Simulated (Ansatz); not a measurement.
BaTe (rocksalt): gap against strain (epitaxial in the plane normal to [111])

Rocksalt BaTe, relaxed with r2SCAN in Ansatz, then strained (epitaxial in the plane normal to [111]; changes of length per length, axes as in the cell below) with the atoms relaxed again within the symmetry that is left. The symmetry is Fm-3m (No. 225, cubic); conventional cell a = 7.065 Å, 44.08 Å³ an atom. Ba is surrounded by 6 Te at 3.53 Å; Te is surrounded by 6 Ba at 3.53 Å. Calculated for a static, non-magnetic cell.

```yaml
crystal:
  lattice:
    - [0.00000, 3.53239, 3.53239]
    - [3.53239, 0.00000, 3.53239]
    - [3.53239, 3.53239, 0.00000]
  atoms:
    - { symbol: Ba, position: [0.00000, 0.00000, 0.00000] }
    - { symbol: Te, position: [0.50000, 0.50000, 0.50000] }
```

Gaps are the least over each mesh (PBE 6×6×6, r2SCAN 6×6×6, HSE06 4×4×4 when unstrained) and the special points, which keep their unstrained names; stress is the change from the unstrained cell, compression positive.

| strain (%) | free normal strain (%) | gap, PBE (eV) | gap, r2SCAN (eV) | gap, HSE06 (eV) | edges, HSE06 | in-plane stress, r2SCAN (GPa) | energy rise, r2SCAN (meV/atom) |
| --- | --- | --- | --- | --- | --- | --- | --- |
| -4.56 | +4.27 | 1.410 | 1.753 | 2.084 | Γ → X | +2.44 | 28.9 |
| -3.04 | +2.85 | 1.506 | 1.852 | 2.187 | Γ → X | +1.57 | 12.5 |
| -1.56 | +1.45 | 1.585 | 1.933 | 2.272 | Γ → X | +0.79 | 3.2 |
| -1.34 | +1.24 | 1.596 | 1.944 | – | – | +0.68 | 2.3 |
| 0.0 | 0.00 | 1.655 | 2.004 | 2.347 | Γ → X | 0.00 | 0.0 |
| +1.0 | -1.01 | 1.629 | 1.976 | 2.319 | Γ → X | -0.44 | 1.3 |

Question: Estimate the row for a strain of +4.0 %.

Answer:

| strain (%) | free normal strain (%) | gap, PBE (eV) | gap, r2SCAN (eV) | gap, HSE06 (eV) | edges, HSE06 | in-plane stress, r2SCAN (GPa) | energy rise, r2SCAN (meV/atom) |
| --- | --- | --- | --- | --- | --- | --- | --- |
| +4.0 | -4.04 | 1.543 | 1.883 | 2.225 | Γ → X | -1.69 | 19.8 |

Between zero and the nearest strains the slope of the HSE06 gap against strain is +0.048 eV per percent for negative and -0.028 for positive strain; it falls either way, as happens when edge states split or other valleys take over.

No spin-orbit coupling is included; it can move band edges with weight on the heavy atoms by tenths of an eV.

The meshes of the hybrids are coarse, so their gaps aren't converged to the digits shown.
